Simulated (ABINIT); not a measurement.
The system is TiB2.

```xyz
3
Lattice="3.0292 0.0000 0.0000 -1.5146 2.6234 0.0000 0.0000 0.0000 3.2284" Properties=species:S:1:pos:R:3 pbc="T T T"
Ti    0.0000    0.0000    0.0000
B     1.5146    0.8745    1.6142
B     0.0000    1.7489    1.6142
```

Base run:

```yaml
Program: ABINIT 10.8.3 (patched build)
Functional: PW91
Potentials_or_basis: JTH PAW PBE v2.0
Cutoff: 408 eV
k_mesh: 10 × 10 × 8
Occupations: fermi-dirac, width 0.05 eV
Spin: no spin polarisation
```

Its results: band gap on the k mesh none (metal or under the smearing width); pressure 0.7 GPa.

After a change of settings the same cell gave: band gap on the k mesh none (metal or under the smearing width); pressure -4.1 GPa. Which change was it?
A. functional from PW91 to SOGGA
B. functional from PW91 to AM05
C. functional from PW91 to PBEsol; k mesh from 10 × 10 × 8 to 4 × 4 × 3

C.

Caveats: some runs use coarse meshes; the PAW data sets were made with another functional, which shifts forces and pressure a little; the atomic spheres overlap.

Runs at the PBE level aren't shown here.
